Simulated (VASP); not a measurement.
MgO in VASP 6.6.1, single-point calculation

INCAR

```
NELM = 120
GGA = PE
ISIF = 2
LCHARG = .FALSE.
LASPH = .TRUE.
IBRION = -1
ISMEAR = -1
SIGMA = 0.02
LWAVE = .FALSE.
LREAL = .FALSE.
NBANDS = 11
NSW = 0
ENCUT = 520
EDIFF = 1E-7
PREC = Single
```

KPOINTS

```
KPOINTS created by Atomic Simulation Environment
0
Monkhorst-Pack
10 10 10
0 0 0
```

POSCAR

```
Mg O
 1.0000000000000000
     0.0000000000000000    2.1021674168000000    2.1021674168000000
     2.1959240836000000    0.0000000000000000    2.1021674168000000
     2.1959240836000000    2.1021674168000000    0.0000000000000000
 Mg  O
   1   1
Cartesian
  0.0000000000000000  0.0000000000000000  0.0000000000000000
  2.1959240835999996  2.1021674168000000  2.1021674168000000
```

The recommended PBE PAW datasets give the neutral cell 8 valence electrons.

Command

```
mpirun -np 1 vasp_std
```

OSZICAR

```
N       E                     dE             d eps       ncg     rms          rms(c)
DAV:   1     0.126074642047E+02    0.12607E+02   -0.45567E+03  7018   0.642E+02
DAV:   2    -0.129188755658E+02   -0.25526E+02   -0.24911E+02  6976   0.133E+02
DAV:   3    -0.134636991097E+02   -0.54482E+00   -0.54443E+00  7231   0.166E+01
DAV:   4    -0.134649874117E+02   -0.12883E-02   -0.12883E-02  6656   0.936E-01
DAV:   5    -0.134649917460E+02   -0.43343E-05   -0.43343E-05  7124   0.529E-02    0.721E+00
DAV:   6    -0.119189063921E+02    0.15461E+01   -0.91167E+00  6338   0.164E+01    0.229E+00
DAV:   7    -0.119047391853E+02    0.14167E-01   -0.64719E-02  6779   0.219E+00    0.135E+00
DAV:   8    -0.118989459345E+02    0.57933E-02   -0.30734E-02  6401   0.195E+00    0.255E-01
DAV:   9    -0.118985123781E+02    0.43356E-03   -0.64905E-04  7085   0.178E-01    0.142E-01
DAV:  10    -0.118984829110E+02    0.29467E-04   -0.53476E-04  6689   0.172E-01    0.817E-03
DAV:  11    -0.118984842819E+02   -0.13709E-05   -0.30305E-06  7058   0.140E-02    0.552E-03
DAV:  12    -0.118984840272E+02    0.25476E-06   -0.46766E-07  6872   0.547E-03    0.982E-04
DAV:  13    -0.118984839967E+02    0.30429E-07   -0.10523E-07  3655   0.193E-03
   1 F= -.11898484E+02 E0= -.11898484E+02  d E =-.363051E-10
```

From OUTCAR

```
k-points           NKPTS =    275   k-points in BZ     NKDIM =    275   number of bands    NBANDS=     11

   NELECT =       8.0000    total number of electrons

   dimension x,y,z NGX =    24 NGY =   24 NGZ =   24
   dimension x,y,z NGXF=    24 NGYF=   24 NGZF=   24

  energy-cutoff  :      520.00
  volume of cell :       19.41
      direct lattice vectors                 reciprocal lattice vectors
     0.000000000  2.102167417  2.102167417    -0.227694575  0.237849753  0.237849753
     2.195924084  0.000000000  2.102167417     0.227694575 -0.237849753  0.237849753
     2.195924084  2.102167417  0.000000000     0.227694575  0.237849753 -0.237849753

 k-points in reciprocal lattice and weights: KPOINTS created by Atomic Simulation Env
   0.05000000  0.05000000  0.05000000       0.002
   0.15000000  0.05000000  0.05000000       0.002
   0.25000000  0.05000000  0.05000000       0.002
   0.35000000  0.05000000  0.05000000       0.002
   0.45000000  0.05000000  0.05000000       0.002
  -0.45000000  0.05000000  0.05000000       0.002
  -0.35000000  0.05000000  0.05000000       0.002
  -0.25000000  0.05000000  0.05000000       0.002
   ...

 E-fermi :   3.2779

 k-point     1 :       0.0500    0.0500    0.0500
  band No.  band energies     occupation
      1     -14.1466      2.00000
      2       2.7116      2.00000
      3       2.8574      2.00000
      4       2.9221      2.00000
      5       7.4362      0.00000
      6      18.0190      0.00000
      7      18.4896      0.00000
      8      18.7226      0.00000
      9      22.8582      0.00000
     10      23.1317      0.00000
     11      24.4345      0.00000

 k-point     2 :       0.1500    0.0500    0.0500
  band No.  band energies     occupation
      1     -14.0122      2.00000
      2       1.9378      2.00000
      3       2.7908      2.00000
      4       2.8107      2.00000
      5       8.1929      0.00000
      6      16.7914      0.00000
      7      18.5768      0.00000
      8      19.0518      0.00000
      9      23.0417      0.00000
     10      23.1048      0.00000
     11      24.4026      0.00000

 k-point     3 :       0.2500    0.0500    0.0500
  band No.  band energies     occupation
      1     -13.7179      2.00000
      2       0.6902      2.00000
      3       2.5533      2.00000
      4       2.6744      2.00000
      5       9.3764      0.00000
      6      15.3986      0.00000
      7      18.8338      0.00000
      8      19.6332      0.00000
      9      22.2980      0.00000
     10      22.8194      0.00000
     11      24.6215      0.00000

 k-point     4 :       0.3500    0.0500    0.0500
  band No.  band energies     occupation
      1     -13.3534      2.00000
      2      -0.4936      2.00000
      3       2.3237      2.00000
      4       2.5069      2.00000
      5      10.2738      0.00000
      6      14.8104      0.00000
      7      18.6233      0.00000
      8      19.7132      0.00000
      9      22.8566      0.00000
     10      23.4933      0.00000
     11      24.1167      0.00000

 k-point     5 :       0.4500    0.0500    0.0500
  band No.  band energies     occupation
      1     -13.0586      2.00000
      2      -1.2959      2.00000
      3       2.1760      2.00000
      4       2.3721      2.00000
      5      10.6214      0.00000
      6      14.9147      0.00000
      7      18.2756      0.00000
      8      19.4615      0.00000
      9      23.6436      0.00000
     10      24.2951      0.00000
     11      24.4954      0.00000

 ...

  Total       -0.7279043      0.1019795      0.1019795      0.0000000      0.0000000      0.0000000
  in kB      -60.0901059      8.4186300      8.4186300      0.0000000      0.0000000      0.0000000
  external PRESSURE =     -14.4176153 kB  Pullay stress =       0.0000000 kB

 POSITION                                       TOTAL-FORCE (eV/Angst)
 -----------------------------------------------------------------------------------
      0.00000      0.00000      0.00000         0.000000      0.000000      0.000000
      2.19592      2.10217      2.10217        -0.000000      0.000000     -0.000000
 -----------------------------------------------------------------------------------
    total drift:                                0.000000      0.000000      0.000000

  FREE ENERGIE OF THE ION-ELECTRON SYSTEM (eV)
  ---------------------------------------------------
  free  energy   TOTEN  =       -11.8984839967 eV

  energy  without entropy=      -11.8984839967  energy(sigma->0) =      -11.89848400
```

It converged. Results: gap between bands v and c on the k mesh 4.51 eV; least direct gap on the k mesh 4.51 eV; pressure -1.4 GPa. Band v is the last that the valence electrons fill when counted band by band, and c is the next.

These settings aren't sound, so the numbers aren't properties of the crystal. The shifted mesh misses Γ, so a band edge there is missed.

On sound settings PBE gives a gap of 4.30 eV on its mesh and a pressure of -1.4 GPa for the intended cell.

The run took about 30 s on one core of a shared host (Intel Xeon Platinum 8488C) and held 0.16 GiB at most.
